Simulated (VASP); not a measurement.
CdO (Monteponite), 2 atoms in the cell. The structure is cubic, space group Fm-3m (No. 225). The conventional cell has a = 4.699 Å, b = 4.699 Å, c = 4.699 Å, α = 90.00°, β = 90.00°, γ = 90.00°. Around Cd (site symmetry m-3m) lie 6 O at 2.35 Å. O (site symmetry m-3m) has 6 Cd at 2.35 Å as nearest neighbours. 

| Item | Value |
| --- | --- |
| Program | VASP 6.6.1 |
| Task | band structure |
| Functional | SCAN |
| Potentials or basis | VASP PAW PBE potentials, release 64 (Cd, O) |
| Cutoff | 520 eV |
| k mesh | 7 × 7 × 7 |
| Occupations | fermi-dirac, width 0.05 eV |
| Spin | spin-orbit coupling, no magnetisation |
| Further INCAR settings | ALGO = Normal; EDIFF = 1e-06 |

Potentials or basis: VASP PAW PBE potentials, release 64 (Cd, O).

Launch:

```console
$ cat potpaw_PBE.64/Cd/POTCAR potpaw_PBE.64/O/POTCAR > POTCAR
$ mpirun -np 1 vasp_ncl > vasp.out
```

Hardware: 1 thread of Intel(R) Xeon(R) 6975P-C (Granite Rapids), on a shared host.

Task: Estimate the wall time of this run.

Result: Wall time 5.5 min on 1 thread of Intel(R) Xeon(R) 6975P-C (Granite Rapids), with other jobs on the host, peak memory 0.29 GiB. Counts: scf iterations 54, k points 20.
